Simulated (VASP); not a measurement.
# NaH: optical spectrum of independent particles, by functional

NaH, Fm-3m (no. 225), 2 atoms in the cell.

| Functional | ε at zero frequency, electronic | Mean energy of the absorption, weighted by Im ε (eV) | Refractive index at 633 nm | Refractive index at 1064 nm | Direct gap on the mesh (eV) | Time (s) |
|---|---|---|---|---|---|---|
| PBE | 3.14 | 6.70 | 1.85 | 1.80 | 4.54 | 3.1 |
| LDA | 3.44 | 6.32 | 1.96 | 1.89 | 4.25 | 2.6 |
| PBEsol | 3.30 | 6.48 | 1.91 | 1.85 | 4.39 | 2.8 |
| r2SCAN | 2.81 | 7.43 | 1.73 | 1.70 | 5.13 | 15 |
| AM05 | 3.25 | 6.56 | 1.89 | 1.83 | 4.45 | 4.4 |

Limits: The 8×8×8 mesh is coarse for a spectrum: peaks stand apart that a denser mesh merges; the pull between electron and hole is left out; the onset follows the functional's gap, which semilocal functionals usually make too small.

## Input of the first row

INCAR:
```
SYSTEM = NaH
ALGO = Normal
CSHIFT = 0.1
EDIFF = 1E-7
ENCUT = 300
GGA = PE
ISMEAR = 0
KPAR = 4
LASPH = .TRUE.
LCHARG = .FALSE.
LOPTICS = .TRUE.
LWAVE = .TRUE.
NBANDS = 20
NEDOS = 2000
PREC = Accurate
SIGMA = 0.02
```

KPOINTS:
```
k-points
0
Gamma
  8 8 8
```

POSCAR:
```
NaH
1.0
    0.0000000000      2.4400000000      2.4400000000
    2.4400000000      0.0000000000      2.4400000000
    2.4400000000      2.4400000000      0.0000000000
Na H
1 1
Direct
    0.0000000000      0.0000000000      0.0000000000
    0.5000000000      0.5000000000      0.5000000000
```

Commands:
```
cat potpaw_PBE.64/Na_pv/POTCAR potpaw_PBE.64/H/POTCAR > POTCAR
mpirun -np 4 vasp_std > vasp.out
```

Changes of the last row against the first:
```
- GGA = PE
+ GGA = AM
```

VASP 6.6.1 took 3.1 s on 4 cores (AMD EPYC 7R43 (Zen 3)), a shared host.
